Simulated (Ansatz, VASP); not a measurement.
# One calculation of AlN (e600), two programs

```xyz
4
Lattice="3.0709 0.0000 0.0000 -1.5354 2.6595 0.0000 0.0000 0.0000 4.9008" Properties=species:S:1:pos:R:3 pbc="T T T"
Al    0.0000    1.7730   -0.0070
Al    1.5354    0.8865    2.4434
N     0.0000    1.7730    1.8692
N     1.5354    0.8865    4.3196
```

Alike in both runs: functional PBE; k mesh 9 × 9 × 6; occupations gaussian, width 0.02 eV; no spin polarisation.

Ansatz relaxed the structure, and its values are those at the end. VASP's run is a single point on that final structure, the one shown.

```csv
,VASP,Ansatz
version,VASP 6.6.1,Ansatz 0.2.0
potentials or method,"VASP PAW PBE potentials, release 64 (Al, N)","scalar-relativistic, plane waves, PAW"
plane-wave cutoff (eV),520,600
valence electrons in the cell,16,16
```

```tsv
	VASP	Ansatz	Ansatz less VASP
gap on the k mesh at the Fermi level (eV)	4.56	4.55	-0.011
least direct gap on the mesh (eV)	4.56	4.55	-0.011
pressure (GPa)	13.2	13.4	+0.27
```

Caveats: an odd mesh through Γ misses points on the zone boundary, where band edges often lie. A hybrid or GW would open this gap; PBE tends to underestimate it.
